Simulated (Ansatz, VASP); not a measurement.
**Two plane-wave programs on LiF**

Contents of INCAR:

```
ALGO     = Normal         # electronic algorithm
EDIFF    = 1E-6           # SCF threshold, eV
ENCUT    = 520            # plane-wave cutoff, eV
ISIF     = 2              # what is computed and relaxed
ISMEAR   = 0              # smearing method
LASPH    = T              # aspherical terms in the spheres
LCHARG   = F              # write CHGCAR
LREAL    = F              # projectors in reciprocal space
LWAVE    = F              # write WAVECAR
NBANDS   = 12             # bands
NELM     = 60             # most SCF steps
PREC     = Accurate       # precision mode
SIGMA    = 0.05           # smearing width, eV
```

File KPOINTS:

```
k-points
0
Gamma
  10 10 10
```

Contents of POSCAR:

```
LiF
1.0
    0.0000000000      2.0140000000      2.0140000000
    2.0140000000      0.0000000000      2.0140000000
    2.0140000000      2.0140000000      0.0000000000
Li F
1 1
Direct
    0.0000000000      0.0000000000      0.0000000000
    0.5000000000      0.5000000000      0.5000000000
```

Input for Ansatz:

```yaml
crystal:
  lattice:
    - [0.0, 2.014, 2.014]
    - [2.014, 0.0, 2.014]
    - [2.014, 2.014, 0.0]
  atoms:
    - { symbol: Li, position: [0.0, 0.0, 0.0] }
    - { symbol: F, position: [0.5, 0.5, 0.5] }
basis:
  ecutwfc: 420
kpoints:
  mp_grid: { grid: [10, 10, 10] }
hamiltonian:
  xc: lda
scf:
  occupations: { method: gaussian, width: 0.05 }
output:
  forces: true
  stress: true
  eigenvalues: true
```

Alike in both runs: task single point; functional LDA; k mesh 10 × 10 × 10; occupations gaussian, width 0.05 eV; no spin polarisation.

|  | VASP | Ansatz |
| --- | --- | --- |
| version | VASP 6.6.1 | Ansatz 0.2.0 |
| potentials or method | VASP PAW LDA potentials, release 64 (Li_sv, F) | scalar-relativistic, plane waves, PAW |
| plane-wave cutoff (eV) | 520 | 420 |
| valence electrons in the cell | 10 | 10 |

|  | VASP | Ansatz | Ansatz less VASP |
| --- | --- | --- | --- |
| gap on the k mesh at the Fermi level (eV) | 8.83 | 8.84 | +0.011 |
| least direct gap on the mesh (eV) | 8.83 | 8.84 | +0.011 |

 A k mesh can miss the band edges.
